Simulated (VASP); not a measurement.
# GaN: transport in the constant relaxation-time approximation, by functional and spin-orbit coupling

GaN, P6_3mc (no. 186), 4 atoms in the cell.

| Functional | Spin-orbit coupling | Variation | Dense mesh (KPOINTS_ELPH) | Electron mobility at 300 K (cm^2/(V s)) | Hole mobility at 300 K (cm^2/(V s)) | Electron density for that mobility (10^18 cm^-3) | Hole density for that mobility (10^18 cm^-3) | Seebeck coefficient under electron doping at 300 K (uV/K) | Time (s) |
|---|---|---|---|---|---|---|---|---|---|
| PBE | no | as recommended | 42 × 42 × 23 | 128 | 13 | 1.00 | 1.00 | -253 | 184 |
| PBEsol | no | as recommended | 42 × 42 × 23 | 130 | 13 | 1.00 | 1.00 | -251 | 168 |
| LDA | no | as recommended | 42 × 42 × 23 | 124 | 13 | 1.00 | 1.00 | -256 | 166 |
| r2SCAN | no | as recommended | 42 × 42 × 23 | 122 | 13 | 1.00 | 1.00 | -259 | 413 |
| PBE | no | no spin-orbit coupling, the same coarser mesh | 39 × 39 × 21 | 132 | 12 | 1.00 | 1.00 | -252 | 123 |
| PBE | no | range of temperatures, another relaxation time | 42 × 42 × 23 | 256 | 26 | 1.00 | 1.00 | -253 | 196 |
| PBE | no | linear energy grid | 42 × 42 × 23 | 128 | 12 | 1.00 | 1.00 | -252 | 157 |
| PBE | no | band velocities written | 10 × 10 × 5 | 67 | 14 | 1.00 | 1.00 | -154 | 9.9 |
| PBE | no | carriers typed another way | 42 × 42 × 23 | 90 | 13 | 22.10 | 22.10 | -67 | 154 |
| PBE | yes | spin-orbit coupling on, coarser mesh | 39 × 39 × 21 | 132 | 12 | 1.00 | 1.00 | -252 | 1266 |

Limits: Conductivity, mobility and heat conductivity scale with the typed relaxation time, here the same at all temperatures, so the change of scattering with temperature is missing; the values aren't converged in the dense mesh: a finer one can change them by tens of percent.

## Input of the first row

INCAR:
```
SYSTEM = GaN
PREC = Accurate
ENCUT = 520
EDIFF = 1E-8
LREAL = .False.
LASPH = .True.
LWAVE = .False.
LCHARG = .False.
ALGO = Normal
NELM = 100
ISMEAR = 0
SIGMA = 0.01
EFERMI = MIDGAP
GGA = PE
ELPH_MODE = TRANSPORT
ELPH_SCATTERING_APPROX = CRTA
TRANSPORT_RELAXATION_TIME = 1E-14
ELPH_ISMEAR = -24
ELPH_SELFEN_TEMPS = 150 300 450 600
ELPH_SELFEN_CARRIER_DEN = -1e19 -1e18 -1e16 1e16 1e18 1e19
TRANSPORT_NEDOS = 2001
ELPH_FERMI_NEDOS = 2001
KPAR = 4
```

KPOINTS:
```
k-points
0
Gamma
  7 7 4
```

KPOINTS_ELPH:
```
Automatic mesh
0
Gamma
  42 42 23
  0 0 0
```

POSCAR:
```
GaN
1.0
    3.1800000000      0.0000000000      0.0000000000
   -1.5900000000      2.7539607840      0.0000000000
    0.0000000000      0.0000000000      5.1660000000
Ga N
2 2
Direct
    0.6666666667      0.3333333333      0.5000000000
    0.3333333333      0.6666666667      0.0000000000
    0.6666666667      0.3333333333      0.8750000000
    0.3333333333      0.6666666667      0.3750000000
```

Commands:
```
cat potpaw_PBE.64/Ga_d/POTCAR potpaw_PBE.64/N/POTCAR > POTCAR
mpirun -np 4 vasp_std > vasp.out
```

Changes of the last row against the first:
```
+ LSORBIT = True
+ GGA_COMPAT = False
+ MAGMOM = 12*0
- vasp_std
+ vasp_ncl
```

VASP 6.6.1 took 184 s on 4 cores (Intel Xeon 6975P-C (Granite Rapids)), a shared host.
